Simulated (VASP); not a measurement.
# InPd (Pm-3m) in VASP: settings compared, part 2 of 2

VASP 6.6.1. Earlier steps stand in the parts before.

### 4 Band structure, AM05

The input, POSCAR:

```
InPd
1.0
    3.2718847800      0.0000000000      0.0000000000
    0.0000000000      3.2718847800      0.0000000000
    0.0000000000      0.0000000000      3.2718847800
In Pd
1 1
Direct
    0.0000000000      0.0000000000      0.0000000000
    0.5000000000      0.5000000000      0.5000000000
```

The input, INCAR.step1:

```
  PREC = Accurate
  ENCUT = 520
  EDIFF = 1E-6
  ISMEAR = -1
  SIGMA = 0.05
  LREAL = F
  LASPH = T
  NELM = 60
  ALGO = Normal
  ISIF = 2
  LWAVE = F
  LCHARG = T
  LMAXMIX = 4
  GGA = AM
```

The input, KPOINTS.step1:

```
regular mesh
0
Gamma
  8 8 8
```

The input, INCAR.step2:

```
  PREC = Accurate
  ENCUT = 520
  EDIFF = 1E-6
  ISMEAR = 0
  SIGMA = 0.05
  LREAL = F
  LASPH = T
  NELM = 60
  ALGO = Normal
  ISIF = 2
  LWAVE = F
  LCHARG = F
  LMAXMIX = 4
  GGA = AM
  ICHARG = 11
```

The input, KPOINTS.step2:

```
path GXMGRX,MR
15
line-mode
reciprocal
 0.0000000000  0.0000000000  0.0000000000  G
 0.0000000000  0.5000000000  0.0000000000  X

 0.0000000000  0.5000000000  0.0000000000  X
 0.5000000000  0.5000000000  0.0000000000  M

 0.5000000000  0.5000000000  0.0000000000  M
 0.0000000000  0.0000000000  0.0000000000  G

 0.0000000000  0.0000000000  0.0000000000  G
 0.5000000000  0.5000000000  0.5000000000  R

 0.5000000000  0.5000000000  0.5000000000  R
 0.0000000000  0.5000000000  0.0000000000  X

 0.5000000000  0.5000000000  0.0000000000  M
 0.5000000000  0.5000000000  0.5000000000  R
```

Potentials or basis: VASP PAW PBE potentials, release 64 (In_d, Pd).

Started as:

```bash
cat potpaw_PBE.64/In_d/POTCAR potpaw_PBE.64/Pd/POTCAR > POTCAR
cp INCAR.step1 INCAR
cp KPOINTS.step1 KPOINTS
mpirun -np 1 vasp_std > vasp.out
cp INCAR.step2 INCAR
cp KPOINTS.step2 KPOINTS
mpirun -np 1 vasp_std > vasp.out
```

OUTCAR:

```text
PREC = Accurate
   ENCUT = 520
   EDIFF = 1E-6
   ISMEAR = 0
   LREAL = F
   LASPH = T
   NELM = 60
   ISIF = 2
   GGA = AM
   ICHARG = 11

 ion  position               nearest neighbor table
   1  0.000  0.000  0.000-   2 2.83   2 2.83   2 2.83   2 2.83   2 2.83   2 2.83   2 2.83   2 2.83

   2  0.500  0.500  0.500-   1 2.83   1 2.83   1 2.83   1 2.83   1 2.83   1 2.83   1 2.83   1 2.83

  LATTYP: Found a simple cubic cell.
 ALAT       =     3.2718847800

  Lattice vectors:

 A1 = (   3.2718847800,   0.0000000000,   0.0000000000)
 A2 = (   0.0000000000,   3.2718847800,   0.0000000000)
 A3 = (   0.0000000000,   0.0000000000,   3.2718847800)

Analysis of symmetry for initial positions (statically):
=====================================================================
 Subroutine PRICEL returns:
 Original cell was already a primitive cell.

 Routine SETGRP: Setting up the symmetry group for a
 simple cubic supercell.

 Subroutine GETGRP returns: Found 48 space group operations
 (whereof 48 operations were pure point group operations)
 out of a pool of 48 trial point group operations.

The static configuration has the point symmetry O_h .

Analysis of symmetry for dynamics (positions and initial velocities):
=====================================================================
 Subroutine PRICEL returns:
 Original cell was already a primitive cell.

 Routine SETGRP: Setting up the symmetry group for a
 simple cubic supercell.

 Subroutine GETGRP returns: Found 48 space group operations
 (whereof 48 operations were pure point group operations)
 out of a pool of 48 trial point group operations.

The dynamic configuration has the point symmetry O_h .

 Subroutine INISYM returns: Found 48 space group operations
 (whereof 48 operations are pure point group operations),
 and found     1 'primitive' translations

----------------------------------------------------------------------------------------
[... 112 lines left out ...]
   LEPSILON=     F    determine dielectric tensor
   LRPA    =     F    only Hartree local field effects (RPA)
 non-spin polarized calculation
 Gauss-broadening in eV      SIGMA  =   0.05
  energy-cutoff  :      520.00
  volume of cell :       35.03
 maximum number of plane-waves:       968

 number of electron      22.9999997 magnetization

 Free energy of the ion-electron system (eV)
  ---------------------------------------------------
  ext. energy  EPLUGINS =         0.00000000
  ---------------------------------------------------
  free energy    TOTEN  =        -8.62384496 eV

  energy without entropy =       -8.62348905  energy(sigma->0) =       -8.62366701

 E-fermi :  10.8302     XC(G=0): -12.3799

 val. band max:       10.7903221083   @ k =   0.0000   0.2500   0.0000
 cond. band min:      10.8736266083   @ k =   0.3571   0.5000   0.3571
 fundamental gap:      0.0833045001
 Fermi energy:        10.8301796387

 k-point     1 :       0.0000    0.0000    0.0000
  band No.  band energies     occupation
      1      -4.5529      2.00000
      2      -4.5529      2.00000
      3      -4.1391      2.00000
      4      -4.1391      2.00000
      5      -4.1391      2.00000
      6       0.2298      2.00000
      7       6.5248      2.00000
      8       6.5248      2.00000
      9       8.0739      2.00000
     10       8.0739      2.00000
     11       8.0739      2.00000
     12      14.5256      0.00000
     13      14.5256      0.00000
     14      14.5256      0.00000
[... 401 lines left out ...]
      2      -4.3912      2.00000
      3      -4.2677      2.00000
      4      -4.2145      2.00000
      5      -4.0579      2.00000
      6       3.9523      2.00000
      7       5.6616      2.00000
      8       7.0696      2.00000
      9       7.4322      2.00000
     10       7.5071      2.00000
     11       7.7870      2.00000
     12       9.1804      2.00000
     13      13.9015      0.00000
     14      15.1269      0.00000
     15      19.8474      0.00000

 [... further k-points ...]

------------------------ aborting loop because EDIFF is reached ----------------------------------------

  FORCE on cell =-STRESS in cart. coord.  units (eV):
  Direction    XX          YY          ZZ          XY          YZ          ZX
  --------------------------------------------------------------------------------------
  -------------------------------------------------------------------------------------
  Total        5.5252467      5.5252467      5.5252467     -0.0000000     -0.0000000      0.0000000
  in kB      252.7366674    252.7366674    252.7366674     -0.0000000     -0.0000000      0.0000000
  external PRESSURE =     252.7366674 kB  Pullay stress =       0.0000000 kB

 VOLUME and BASIS-vectors are now :
 -----------------------------------------------------------------------------
  energy-cutoff  :      520.00
  volume of cell :       35.03
      direct lattice vectors                 reciprocal lattice vectors
     3.271884780  0.000000000  0.000000000     0.305634234  0.000000000  0.000000000
     0.000000000  3.271884780  0.000000000     0.000000000  0.305634234  0.000000000
     0.000000000  0.000000000  3.271884780     0.000000000  0.000000000  0.305634234

 POSITION                                       TOTAL-FORCE (eV/Angst)
 -----------------------------------------------------------------------------------
      0.00000      0.00000      0.00000         0.000000      0.000000      0.000000
      1.63594      1.63594      1.63594         0.000000      0.000000      0.000000
 -----------------------------------------------------------------------------------
    total drift:                                0.000000      0.000000     -0.000000

  FREE ENERGIE OF THE ION-ELECTRON SYSTEM (eV)
  ---------------------------------------------------
  free  energy   TOTEN  =        -8.6238449561 eV

  energy  without entropy=       -8.6234890549  energy(sigma->0) =       -8.62366701
```

Wall time 29 s (1 thread of Intel Xeon Platinum 8175M at 2.50GHz (Skylake/Cascade Lake), shared host); peak memory 0.17 GiB.

Results:

| Quantity | Value |
| --- | --- |
| Band gap along the path | none (metal or under the smearing width) |

Levels at the corners of the path, in eV from the Fermi level:
```tsv
point	band 8	band 9	band 10	band 11	band 12	band 13	band 14	band 15
Γ	-3.71	-2.16	-2.16	-2.16	4.29	4.29	4.29	9.51
X	-3.70	-3.16	-3.16	-2.24	-1.01	9.64	9.64	9.93
X	-3.70	-3.16	-3.16	-2.24	-1.01	9.64	9.64	9.93
M	-2.58	-2.58	-2.27	-2.27	-1.58	1.55	2.55	9.56
M	-2.58	-2.58	-2.27	-2.27	-1.58	1.55	2.55	9.56
Γ	-3.71	-2.16	-2.16	-2.16	4.29	4.29	4.29	9.51
Γ	-3.71	-2.16	-2.16	-2.16	4.29	4.29	4.29	9.51
R	-4.78	-1.54	-1.54	0.01	3.84	3.84	3.84	4.47
R	-4.78	-1.54	-1.54	0.01	3.84	3.84	3.84	4.47
X	-3.70	-3.16	-3.16	-2.24	-1.01	9.64	9.64	9.93
M	-2.58	-2.58	-2.27	-2.27	-1.58	1.55	2.55	9.56
R	-4.78	-1.54	-1.54	0.01	3.84	3.84	3.84	4.47
```

Caveat: the log is that of the step along the path at fixed density, whose energy, stress, charges and moments have no meaning; the PAW data sets were made with another functional, which shifts forces and pressure a little; spin-orbit coupling is left out, which moves the levels of the heavy elements.

### 5 Band structure, r2SCAN

The input, INCAR:

```
ALGO = Normal
EDIFF = 1E-6
ENCUT = 520
ISIF = 2
ISMEAR = -1
LASPH = T
LCHARG = F
LMAXMIX = 4
LMIXTAU = T
LREAL = F
LWAVE = F
METAGGA = R2SCAN
NELM = 60
PREC = Accurate
SIGMA = 0.05
```

The input, KPOINTS:

```
k-points
0
Gamma
  8 8 8
```

POSCAR is that of step 4.

The input, KPOINTS_OPT:

```
path GXMGRX,MR
10
line-mode
reciprocal
 0.0000000000  0.0000000000  0.0000000000  G
 0.0000000000  0.5000000000  0.0000000000  X

 0.0000000000  0.5000000000  0.0000000000  X
 0.5000000000  0.5000000000  0.0000000000  M

 0.5000000000  0.5000000000  0.0000000000  M
 0.0000000000  0.0000000000  0.0000000000  G

 0.0000000000  0.0000000000  0.0000000000  G
 0.5000000000  0.5000000000  0.5000000000  R

 0.5000000000  0.5000000000  0.5000000000  R
 0.0000000000  0.5000000000  0.0000000000  X

 0.5000000000  0.5000000000  0.0000000000  M
 0.5000000000  0.5000000000  0.5000000000  R
```

Potentials or basis: VASP PAW PBE potentials, release 64 (In_d, Pd).

Started as:

```bash
cat potpaw_PBE.64/In_d/POTCAR potpaw_PBE.64/Pd/POTCAR > POTCAR
mpirun -np 1 vasp_std > vasp.out
```

OUTCAR:

```text
EDIFF = 1E-6
   ENCUT = 520
   ISIF = 2
   ISMEAR = -1
   LASPH = T
   LREAL = F
   METAGGA = R2SCAN
   NELM = 60
   PREC = Accurate

 ion  position               nearest neighbor table
   1  0.000  0.000  0.000-   2 2.83   2 2.83   2 2.83   2 2.83   2 2.83   2 2.83   2 2.83   2 2.83

   2  0.500  0.500  0.500-   1 2.83   1 2.83   1 2.83   1 2.83   1 2.83   1 2.83   1 2.83   1 2.83

  LATTYP: Found a simple cubic cell.
 ALAT       =     3.2718847800

  Lattice vectors:

 A1 = (   3.2718847800,   0.0000000000,   0.0000000000)
 A2 = (   0.0000000000,   3.2718847800,   0.0000000000)
 A3 = (   0.0000000000,   0.0000000000,   3.2718847800)

Analysis of symmetry for initial positions (statically):
=====================================================================
 Subroutine PRICEL returns:
 Original cell was already a primitive cell.

 Routine SETGRP: Setting up the symmetry group for a
 simple cubic supercell.

 Subroutine GETGRP returns: Found 48 space group operations
 (whereof 48 operations were pure point group operations)
 out of a pool of 48 trial point group operations.

The static configuration has the point symmetry O_h .

Analysis of symmetry for dynamics (positions and initial velocities):
=====================================================================
 Subroutine PRICEL returns:
 Original cell was already a primitive cell.

 Routine SETGRP: Setting up the symmetry group for a
 simple cubic supercell.

 Subroutine GETGRP returns: Found 48 space group operations
 (whereof 48 operations were pure point group operations)
 out of a pool of 48 trial point group operations.

The dynamic configuration has the point symmetry O_h .

 Subroutine INISYM returns: Found 48 space group operations
 (whereof 48 operations are pure point group operations),
 and found     1 'primitive' translations

----------------------------------------------------------------------------------------
[... 121 lines left out ...]
   IVDW    =     0    specifies the selected vdW correction
   LEPSILON=     F    determine dielectric tensor
   LRPA    =     F    only Hartree local field effects (RPA)
 non-spin polarized calculation
  energy-cutoff  :      520.00
  volume of cell :       35.03
 maximum number of plane-waves:       968
   NGX = 13   NGY = 13   NGZ = 13

 number of electron      22.9999997 magnetization

 Free energy of the ion-electron system (eV)
  ---------------------------------------------------
  ext. energy  EPLUGINS =         0.00000000
  ---------------------------------------------------
  free energy    TOTEN  =       -46.64791437 eV

  energy without entropy =      -46.63802569  energy(sigma->0) =      -46.64297003

 E-fermi :  10.3141     XC(G=0): -13.2465

 val. band max:       10.2811623775   @ k =   0.3750   0.3750   0.1250
 cond. band min:      10.6487493430   @ k =   0.5000   0.5000   0.5000
 fundamental gap:      0.3675869656
 Fermi energy:        10.3141197499

 k-point     1 :       0.0000    0.0000    0.0000
  band No.  band energies     occupation
      1      -5.1624      2.00000
      2      -5.1624      2.00000
      3      -4.7382      2.00000
      4      -4.7382      2.00000
      5      -4.7382      2.00000
      6      -0.0477      2.00000
      7       6.4010      2.00000
      8       6.4010      2.00000
      9       8.0208      2.00000
     10       8.0208      2.00000
     11       8.0208      2.00000
     12      14.9126      0.00000
     13      14.9126      0.00000
     14      14.9126      0.00000
[... 401 lines left out ...]
      2      -4.9111      2.00000
      3      -4.9012      2.00000
      4      -4.8800      2.00000
      5      -4.5709      2.00000
      6       4.0839      2.00000
      7       6.2576      2.00000
      8       6.6779      2.00000
      9       7.1129      2.00000
     10       8.0224      2.00000
     11       8.7704      2.00000
     12       9.3125      2.00000
     13      12.8370      0.00000
     14      14.1125      0.00000
     15      18.6654      0.00000

 [... further k-points ...]

------------------------ aborting loop because EDIFF is reached ----------------------------------------

  FORCE on cell =-STRESS in cart. coord.  units (eV):
  Direction    XX          YY          ZZ          XY          YZ          ZX
  --------------------------------------------------------------------------------------
  -------------------------------------------------------------------------------------
  Total        0.0083586      0.0083586      0.0083586     -0.0000000     -0.0000000     -0.0000000
  in kB        0.3823410      0.3823410      0.3823410     -0.0000000     -0.0000000     -0.0000000
  external PRESSURE =       0.3823410 kB  Pullay stress =       0.0000000 kB

 VOLUME and BASIS-vectors are now :
 -----------------------------------------------------------------------------
  energy-cutoff  :      520.00
  volume of cell :       35.03
      direct lattice vectors                 reciprocal lattice vectors
     3.271884780  0.000000000  0.000000000     0.305634234  0.000000000  0.000000000
     0.000000000  3.271884780  0.000000000     0.000000000  0.305634234  0.000000000
     0.000000000  0.000000000  3.271884780     0.000000000  0.000000000  0.305634234

 POSITION                                       TOTAL-FORCE (eV/Angst)
 -----------------------------------------------------------------------------------
      0.00000      0.00000      0.00000         0.000000      0.000000      0.000000
      1.63594      1.63594      1.63594         0.000000      0.000000      0.000000
 -----------------------------------------------------------------------------------
    total drift:                                0.000000      0.000000     -0.000000

  FREE ENERGIE OF THE ION-ELECTRON SYSTEM (eV)
  ---------------------------------------------------
  free  energy   TOTEN  =       -46.6479143725 eV

  energy  without entropy=      -46.6380256922  energy(sigma->0) =      -46.64297003
```

Run time: 46 s. Hardware: 1 thread of Intel Xeon Platinum 8559C (Emerald Rapids), shared host; peak memory 0.16 GiB.

Results:

- Free energy: -46.6479 eV
- Pressure: 0.0 GPa
- Band gap along the path: none (metal or under the smearing width)

Levels at the corners of the path, in eV from the Fermi level:
```
point  band 7  band 8  band 9  band 10  band 11  band 12  band 13  band 14  band 15
    Γ   -3.91   -3.91   -2.29    -2.29    -2.29     4.60     4.60     4.60    10.21
    X   -6.18   -3.88   -3.31    -3.31    -2.37    -1.09    10.19    10.19    10.28
    X   -6.18   -3.88   -3.31    -3.31    -2.37    -1.09    10.19    10.19    10.28
    M   -3.57   -2.73   -2.73    -2.34    -2.34    -1.72     1.72     2.71    10.20
    M   -3.57   -2.73   -2.73    -2.34    -2.34    -1.72     1.72     2.71    10.20
    Γ   -3.91   -3.91   -2.29    -2.29    -2.29     4.60     4.60     4.60    10.21
    Γ   -3.91   -3.91   -2.29    -2.29    -2.29     4.60     4.60     4.60    10.21
    R   -5.01   -5.01   -1.68    -1.68     0.33     4.05     4.05     4.05     4.67
    R   -5.01   -5.01   -1.68    -1.68     0.33     4.05     4.05     4.05     4.67
    X   -6.18   -3.88   -3.31    -3.31    -2.37    -1.09    10.19    10.19    10.28
    M   -3.57   -2.73   -2.73    -2.34    -2.34    -1.72     1.72     2.71    10.20
    R   -5.01   -5.01   -1.68    -1.68     0.33     4.05     4.05     4.05     4.67
```

Caveat: the PAW data sets were made with another functional, which shifts forces and pressure a little; spin-orbit coupling is left out, which moves the levels of the heavy elements.

### 6 For comparison

An earlier run on the cell as given: functional PBE; potentials or basis VASP PAW PBE potentials, release 64 (In_d, Pd); cutoff 520 eV; k mesh 8 × 8 × 8; occupations fermi-dirac, width 0.05 eV; no spin polarisation.

- Pressure: 3.7 GPa
- Band gap on the k mesh: none (metal or under the smearing width)

### 7 The runs side by side

| task | level | k mesh | smearing | grid for exact exchange (PRECFOCK) | exchange at q = 0 | other keys | mesh quality | pressure (GPa) |
| --- | --- | --- | --- | --- | --- | --- | --- | --- |
| band structure | MS2 | 8 × 8 × 8 | methfessel-paxton 0.1 eV | - | - | BMIX = 2; NBANDS = 16 | not flagged | -2.9 |
| band structure | TPSSh | 4 × 4 × 4 | fermi-dirac 0.05 eV | Normal | default | - | coarse | -1.4 |
| band structure | AM05 | 8 × 8 × 8 | fermi-dirac 0.05 eV | - | - | - | not flagged | - |
| band structure | r2SCAN | 8 × 8 × 8 | fermi-dirac 0.05 eV | - | - | - | not flagged | 0.0 |
| single point | PBE | 8 × 8 × 8 | fermi-dirac 0.05 eV | - | - | - | not flagged | 3.7 |

Alike in all rows: potentials or basis VASP PAW PBE potentials, release 64 (In_d, Pd); no spin polarisation; cell as given; cutoff (eV) 520.

Caveats: some runs use coarse meshes; the PAW data sets were made with another functional, which shifts forces and pressure a little (some runs); spin-orbit coupling is left out, which moves the levels of the heavy elements (some runs); an unscreened hybrid on a path of extra k points without a Coulomb cutoff has errors near the mesh points, so the bands along the path aren't reliable (some runs).

Total energies depend on the potentials used, so only differences within one code and one set of settings carry meaning.
